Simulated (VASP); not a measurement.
# SiO2 (Stishovite) (P4_2/mnm) in VASP: a series of runs, part 2 of 2

VASP 6.6.1.

**4. Relaxation of cell and atoms, PBE, target pressure 15 GPa, at which the enthalpy is minimised**

This run uses another cell than the first one, of 7.64 Å³/atom, 0.934 times its volume.

File INCAR:

```
SYSTEM = SiO2
PREC = Accurate
ENCUT = 600
EDIFF = 1E-7
ISMEAR = 0
SIGMA = 0.03
LREAL = .False.
LASPH = .True.
NELM = 80
ALGO = Normal
ISIF = 3
LWAVE = .False.
LCHARG = .False.
GGA = PE
IBRION = 2
NSW = 90
EDIFFG = -0.005
PSTRESS = 150.0
KPAR = 2
```

File KPOINTS:

```
regular mesh
0
Gamma
  8 8 10
  0 0 0
```

File POSCAR:

```
SiO2                                    
1.0
    4.1470157145     -0.0000000000      0.0000000000
    0.0000000000      4.1470157145      0.0000000000
    0.0000000000      0.0000000000      2.6669910515
  Si              O             
     2     4
Direct
     0.0000000000000000    0.0000000000000000    0.0000000000000000
     0.5000000000000000    0.5000000000000000    0.5000000000000000
     0.3048070970892655    0.3048070970892655    1.0000000000000000
     0.1951929029107346    0.8048070970892655    0.5000000000000000
     0.6951929029107345    0.6951929029107345    0.0000000000000000
     0.8048070970892655    0.1951929029107346    0.5000000000000000
```

Potentials or basis: VASP PAW PBE potentials, release 64 (Si, O).

The run is started by

```
$ cat potpaw_PBE.64/Si/POTCAR potpaw_PBE.64/O/POTCAR > POTCAR
$ mpirun -np 2 vasp_std > vasp.out
```

OUTCAR:

```text
SYSTEM = SiO2
   PREC = Accurate
   ENCUT = 600
   EDIFF = 1E-7
   ISMEAR = 0
   LREAL = .False.
   LASPH = .True.
   NELM = 80
   ISIF = 3
   GGA = PE
   IBRION = 2
   NSW = 90
   EDIFFG = -0.005
   PSTRESS = 150.0

 ion  position               nearest neighbor table
   1  0.000  0.000  0.000-   4 1.76   6 1.76   4 1.76   6 1.76   5 1.79   3 1.79
   2  0.500  0.500  0.500-   3 1.76   5 1.76   3 1.76   5 1.76   4 1.79   6 1.79
   3  0.305  0.305  0.000-   2 1.76   2 1.76   1 1.79
   4  0.195  0.805  0.500-   1 1.76   1 1.76   2 1.79
   5  0.695  0.695  0.000-   2 1.76   2 1.76   1 1.79
   6  0.805  0.195  0.500-   1 1.76   1 1.76   2 1.79

  LATTYP: Found a simple tetragonal cell.
 ALAT       =     4.1470157145
 C/A-ratio  =     0.6431109104

  Lattice vectors:

 A1 = (   4.1470157145,   0.0000000000,   0.0000000000)
 A2 = (   0.0000000000,   4.1470157145,   0.0000000000)
 A3 = (   0.0000000000,   0.0000000000,   2.6669910515)

Analysis of symmetry for initial positions (statically):
=====================================================================
 Subroutine PRICEL returns:
 Original cell was already a primitive cell.

 Routine SETGRP: Setting up the symmetry group for a
 simple tetragonal supercell.

 Subroutine GETGRP returns: Found 16 space group operations
 (whereof  8 operations were pure point group operations)
 out of a pool of 16 trial point group operations.

The static configuration has the point symmetry D_2h.
 The point group associated with its full space group is D_4h.

Analysis of symmetry for dynamics (positions and initial velocities):
=====================================================================
 Subroutine PRICEL returns:
 Original cell was already a primitive cell.

 Routine SETGRP: Setting up the symmetry group for a
 simple tetragonal supercell.

 Subroutine GETGRP returns: Found 16 space group operations
 (whereof  8 operations were pure point group operations)
 out of a pool of 16 trial point group operations.

The dynamic configuration has the point symmetry D_2h.
 The point group associated with its full space group is D_4h.

 Subroutine INISYM returns: Found 16 space group operations
 (whereof  8 operations are pure point group operations),
 and found     1 'primitive' translations

----------------------------------------------------------------------------------------

                                     Primitive cell

  volume of cell :      45.8662

  direct lattice vectors                    reciprocal lattice vectors
     4.147015715  0.000000000  0.000000000     0.241137258  0.000000000  0.000000000
     0.000000000  4.147015715  0.000000000     0.000000000  0.241137258  0.000000000
     0.000000000  0.000000000  2.666991052     0.000000000  0.000000000  0.374954389

  length of vectors
     4.147015715  4.147015715  2.666991052     0.241137258  0.241137258  0.374954389

  position of ions in fractional coordinates (direct lattice)
     0.000000000  0.000000000  0.000000000
     0.500000000  0.500000000  0.500000000
     0.304807097  0.304807097  0.000000000
[... 134 lines left out ...]

  energy without entropy =      -46.21783652  energy(sigma->0) =      -46.21783652

------------------------ aborting loop because EDIFF is reached ----------------------------------------

  FORCE on cell =-STRESS in cart. coord.  units (eV):
  Direction    XX          YY          ZZ          XY          YZ          ZX
  --------------------------------------------------------------------------------------
  -------------------------------------------------------------------------------------
  Total        4.2972499      4.2972499      4.2532929      0.0000000      0.0000000      0.0000000
  in kB      150.1095326    150.1095326    148.5740476      0.0000000      0.0000000      0.0000000
  external PRESSURE =      -0.4022957 kB  Pullay stress =     150.0000000 kB

 VOLUME and BASIS-vectors are now :
 -----------------------------------------------------------------------------
  energy-cutoff  :      600.00
  volume of cell :       45.87
      direct lattice vectors                 reciprocal lattice vectors
     4.147015715  0.000000000  0.000000000     0.241137258  0.000000000  0.000000000
     0.000000000  4.147015715  0.000000000     0.000000000  0.241137258  0.000000000
     0.000000000  0.000000000  2.666991052     0.000000000  0.000000000  0.374954389

 POSITION                                       TOTAL-FORCE (eV/Angst)
 -----------------------------------------------------------------------------------
      0.00000      0.00000      0.00000         0.000000      0.000000      0.000000
      2.07351      2.07351      1.33350         0.000000      0.000000      0.000000
      1.26404      1.26404      0.00000        -0.005059     -0.005059      0.000000
      0.80947      3.33755      1.33350         0.005059     -0.005059      0.000000
      2.88298      2.88298      0.00000         0.005059      0.005059     -0.000000
      3.33755      0.80947      1.33350        -0.005059      0.005059     -0.000000
 -----------------------------------------------------------------------------------
    total drift:                                0.000000     -0.000000      0.000000

  FREE ENERGIE OF THE ION-ELECTRON SYSTEM (eV)
  ---------------------------------------------------
  free  energy   TOTEN  =       -46.2178365230 eV

  energy  without entropy=      -46.2178365230  energy(sigma->0) =      -46.21783652

  enthalpy is  TOTEN    =       -41.9237222520 eV   P V=        4.2941142710

--------------------------------------- Ionic step        2  -------------------------------------------

 number of electron      31.9999996 magnetization

 Free energy of the ion-electron system (eV)
  ---------------------------------------------------
  ext. energy  EPLUGINS =         0.00000000
  ---------------------------------------------------
  free energy    TOTEN  =       -46.21664863 eV

  energy without entropy =      -46.21664863  energy(sigma->0) =      -46.21664863

 E-fermi :   8.6121     XC(G=0): -12.3573

 val. band max:        8.4820652302   @ k =   0.0000   0.0000   0.0000
 cond. band min:      14.2919001139   @ k =   0.0000   0.0000   0.0000
 fundamental gap:      5.8098348837
 Fermi energy:         8.6121247430

 k-point     1 :       0.0000    0.0000    0.0000
  band No.  band energies     occupation
      1     -14.2600      2.00000
      2     -10.5567      2.00000
      3     -10.5567      2.00000
      4     -10.2261      2.00000
      5      -2.5879      2.00000
      6       1.9498      2.00000
[... 541 lines left out ...]
     19      18.2794      0.00000
     20      18.2794      0.00000

 [... further k-points ...]

------------------------ aborting loop because EDIFF is reached ----------------------------------------

  FORCE on cell =-STRESS in cart. coord.  units (eV):
  Direction    XX          YY          ZZ          XY          YZ          ZX
  --------------------------------------------------------------------------------------
  -------------------------------------------------------------------------------------
  Total        4.2973135      4.2973135      4.3167148     -0.0000000      0.0000000      0.0000000
  in kB      150.1534682    150.1534682    150.8313753     -0.0000000      0.0000000      0.0000000
  external PRESSURE =       0.3794372 kB  Pullay stress =     150.0000000 kB

 VOLUME and BASIS-vectors are now :
 -----------------------------------------------------------------------------
  energy-cutoff  :      600.00
  volume of cell :       45.85
      direct lattice vectors                 reciprocal lattice vectors
     4.147120269 -0.000000000  0.000000000     0.241131179  0.000000000  0.000000000
     0.000000000  4.147120269  0.000000000     0.000000000  0.241131179  0.000000000
     0.000000000  0.000000000  2.666115687     0.000000000  0.000000000  0.375077498

 POSITION                                       TOTAL-FORCE (eV/Angst)
 -----------------------------------------------------------------------------------
      0.00000      0.00000      0.00000         0.000000      0.000000     -0.000000
      2.07356      2.07356      1.33306         0.000000      0.000000     -0.000000
      1.26383      1.26383      0.00000         0.003482      0.003482      0.000000
      0.80973      3.33739      1.33306        -0.003482      0.003482     -0.000000
      2.88329      2.88329      2.66612        -0.003482     -0.003482     -0.000000
      3.33739      0.80973      1.33306         0.003482     -0.003482     -0.000000
 -----------------------------------------------------------------------------------
    total drift:                                0.000000      0.000000     -0.000000

  FREE ENERGIE OF THE ION-ELECTRON SYSTEM (eV)
  ---------------------------------------------------
  free  energy   TOTEN  =       -46.2166486342 eV

  energy  without entropy=      -46.2166486342  energy(sigma->0) =      -46.21664863

  enthalpy is  TOTEN    =       -41.9237273275 eV   P V=        4.2929213068

 reached required accuracy - stopping structural energy minimisation
```

It took 68 s on 2 MPI ranks of Intel Xeon Platinum 8259CL at 2.50GHz (Skylake/Cascade Lake), shared host; peak memory 0.21 GiB.

What came out:

```
Free energy                                            : -46.2166 eV
Relaxed volume                                         : 7.64 Å³/atom
Relaxed cell                                           : a = 4.147 Å, b = 4.147 Å, c = 2.666 Å, α = 90.00°, β = 90.00°, γ = 90.00°
Space group after relaxing (to 0.05 Å)                 : P4_2/mnm (No. 136)
Energy change on relaxing (the enthalpy is what falls) : +0.2 meV/atom
Ionic steps                                            : 2
Pressure after relaxing                                : 15.0 GPa
Largest force after relaxing                           : 0.005 eV/Å
Band gap on the k mesh                                 : 5.81 eV, direct
```

Forces on the atoms (eV/Å):
```
Si   0.000  0.000  0.000
Si   0.000  0.000  0.000
O    0.003  0.003  0.000
O   -0.003  0.003  0.000
O   -0.003 -0.003  0.000
O    0.003 -0.003  0.000
```

The path:
| step | energy change (eV) | largest force (eV/Å) | pressure (GPa) | volume (Å³) |
| --- | --- | --- | --- | --- |
| 1 | 0.0000 | 0.0072 | 14.96 | 45.87 |
| 2 | 0.0012 | 0.0049 | 15.04 | 45.85 |

Final structure:
```yaml
crystal:
  lattice:
    - [4.14712, 0.00000, 0.00000]
    - [0.00000, 4.14712, 0.00000]
    - [0.00000, 0.00000, 2.66612]
  atoms:
    - { symbol: Si, position: [0.00000, 0.00000, 0.00000] }
    - { symbol: Si, position: [0.50000, 0.50000, 0.50000] }
    - { symbol: O, position: [0.30475, 0.30475, 0.00000] }
    - { symbol: O, position: [0.19525, 0.80475, 0.50000] }
    - { symbol: O, position: [0.69525, 0.69525, 0.00000] }
    - { symbol: O, position: [0.80475, 0.19525, 0.50000] }
```

Caveat: the cell is relaxed towards a set pressure, so the enthalpy falls and the energy may rise.

**5. Relaxation of cell and atoms, r2SCAN**

This run uses another cell than the first one, of 7.75 Å³/atom, 0.947 times its volume.

File INCAR:

```
ALGO = Normal ; EDIFF = 1E-6
EDIFFG = -0.01 ; ENCUT = 600
IBRION = 2 ; ISIF = 3
ISMEAR = 0 ; KPAR = 2
LASPH = T ; LCHARG = F
LMIXTAU = T ; LREAL = F
LWAVE = F ; METAGGA = R2SCAN
NELM = 80 ; NSW = 90
PREC = Accurate ; SIGMA = 0.03
```

File KPOINTS:

```
k-points
0
Gamma
  8 8 10
```

File POSCAR:

```
SiO2
1.0
    4.1773000000      0.0000000000      0.0000000000
    0.0000000000      4.1773000000      0.0000000000
    0.0000000000      0.0000000000      2.6652000000
Si O
2 4
Direct
    0.0000000000      0.0000000000      0.0000000000
    0.5000000000      0.5000000000      0.5000000000
    0.3059000000      0.3059000000      0.0000000000
    0.1941000000      0.8059000000      0.5000000000
    0.6941000000      0.6941000000      0.0000000000
    0.8059000000      0.1941000000      0.5000000000
```

The run is started by

```
$ cat potpaw_PBE.64/Si/POTCAR potpaw_PBE.64/O/POTCAR > POTCAR
$ mpirun -np 2 vasp_std > vasp.out
```

Run time: 6.6 min. Hardware: 2 MPI ranks of AMD EPYC 9R45 (Zen 5), shared host; peak memory 0.21 GiB.

Results (log left out):

- Free energy: -58.8028 eV
- Relaxed volume: 7.79 Å³/atom
- Relaxed cell: a = 4.182 Å, b = 4.182 Å, c = 2.672 Å, α = 90.00°, β = 90.00°, γ = 90.00°
- Space group after relaxing (to 0.05 Å): P4_2/mnm (No. 136)
- Energy gained by relaxing: 0.2 meV/atom
- Ionic steps: 6
- Pressure after relaxing: -0.1 GPa
- Band gap on the k mesh: 6.50 eV, direct

Forces in eV/Å, atoms in the order of the input:
```
Si   0.000  0.000  0.000
Si   0.000  0.000  0.000
O   -0.001 -0.001  0.000
O    0.001 -0.001  0.000
O    0.001  0.001  0.000
O   -0.001  0.001  0.000
```

The path:
```tsv
step	energy change (eV)	largest force (eV/Å)	pressure (GPa)	volume (Å³)
1	0.0000	0.0200	1.59	46.51
2	0.0013	0.0696	-2.36	47.03
3	-0.0012	0.0170	0.03	46.72
4	-0.0012	0.0184	-0.09	46.72
5	-0.0012	0.0148	-0.05	46.72
6	-0.0012	0.0021	-0.07	46.72
```

Final structure:
```
Si O
1.0
     4.18152    0.00000    0.00000
     0.00000    4.18152    0.00000
     0.00000    0.00000    2.67221
Si O
2 4
Direct
  0.00000 0.00000 0.00000
  0.50000 0.50000 0.50000
  0.30591 0.30591 0.00000
  0.19409 0.80591 0.50000
  0.69409 0.69409 0.00000
  0.80591 0.19409 0.50000
```

Levels at points of the mesh, in eV from the valence-band top:
```tsv
k point	band 13	band 14	band 15	band 16	band 17	band 18	band 19	band 20
(0.00, 0.00, 0.00)	-2.52	-0.88	-0.88	0.00	6.50	7.61	9.44	9.44
(0.50, 0.00, 0.00)	-2.72	-2.72	-1.08	-1.08	8.69	8.69	10.03	10.03
(0.50, 0.50, 0.00)	-2.70	-2.70	-2.32	-2.32	8.39	8.39	11.03	11.03
(0.00, 0.00, 0.50)	-3.12	-3.12	-2.71	-2.71	10.14	10.14	13.74	13.74
(0.50, 0.00, 0.50)	-2.31	-2.31	-1.80	-1.80	9.81	9.81	10.91	10.91
(0.50, 0.50, 0.50)	-1.78	-1.78	-1.61	-1.61	8.15	8.15	12.02	12.02
```

Caveat: the PAW data sets were made with another functional, which shifts forces and pressure a little. r2SCAN opens gaps a little over a GGA but as a rule still falls short of measured ones.

**6. The runs side by side**

| level | cell | target pressure | gap on the mesh (eV) | pressure (GPa) | relaxed volume (Å³/atom) |
| --- | --- | --- | --- | --- | --- |
| RPBE | relaxed | - | 4.86 | 0.0 | 8.18 |
| PBE | relaxed to 15 GPa | 15 GPa | 5.81 | 15.0 | - |
| r2SCAN | relaxed | - | 6.50 | -0.1 | 7.79 |

Alike in all rows: task relaxation of cell and atoms; potentials or basis VASP PAW PBE potentials, release 64 (Si, O); no spin polarisation; k mesh 8 × 8 × 10; cutoff (eV) 600; smearing gaussian 0.03 eV.

Caveats: the PAW data sets were made with another functional, which shifts forces and pressure a little (some runs); the cell is relaxed towards a set pressure, so the enthalpy falls and the energy may rise (some runs).

Absolute energies hang on the potentials; compare differences alone.
